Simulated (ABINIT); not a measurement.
GaN: single point with B3LYP

**What was measured.**

A printed reference work, textbook reports, for a bulk crystal of GaN at 0 K: band gap 3.299 eV (direct).

Crystal: GaN.

```xyz
2
Lattice="0.0000 2.2535 2.2535 2.2535 0.0000 2.2535 2.2535 2.2535 0.0000" Properties=species:S:1:pos:R:3 pbc="T T T"
Ga    0.0000    0.0000    0.0000
N     1.1268    1.1268    1.1268
```

The cell is a database's computed one.

```json
{
 "Program": "ABINIT 10.8.3 (patched build)",
 "Task": "single point",
 "Functional": "B3LYP",
 "Potentials or basis": "SPMS NC PBE v1.0",
 "Cutoff": "789 eV",
 "k mesh": "8 × 8 × 8",
 "Occupations": "fermi-dirac, width 0.05 eV",
 "Spin": "no spin polarisation",
 "Most SCF steps": "60",
 "Thinning of the exchange mesh (fockdownsampling)": "2 × 2 × 2"
}
```

| Item | Value |
| --- | --- |
| Band gap on the k mesh | 3.30 eV, direct |
| Valence electrons inside the program's atomic spheres | Ga 10.92; N 5.28 |

Levels at points of the mesh, in eV from the valence-band top:
```tsv
k point	band 7	band 8	band 9	band 10	band 11	band 12
(0.00, 0.00, 0.00)	0.00	0.00	0.00	3.30	11.88	11.88
(0.50, 0.00, 0.00)	-7.55	-1.10	-1.10	6.25	10.86	12.13
(0.50, 0.50, 0.00)	-6.62	-2.98	-2.98	5.10	8.36	13.94
```

It took 22 min on 4 MPI ranks on Arm Neoverse N1 (shared host), peak memory 0.32 GiB a rank.

Measured gap of GaN: 3.299 eV (direct; 0 K; a printed reference work, textbook). This calculation gives 3.30 eV (0.00 eV). Spin-orbit coupling on Ga is left out. The value is that of B3LYP, without temperature or zero-point motion. The cell is a database's relaxed one, not the measured one, which moves gaps too.
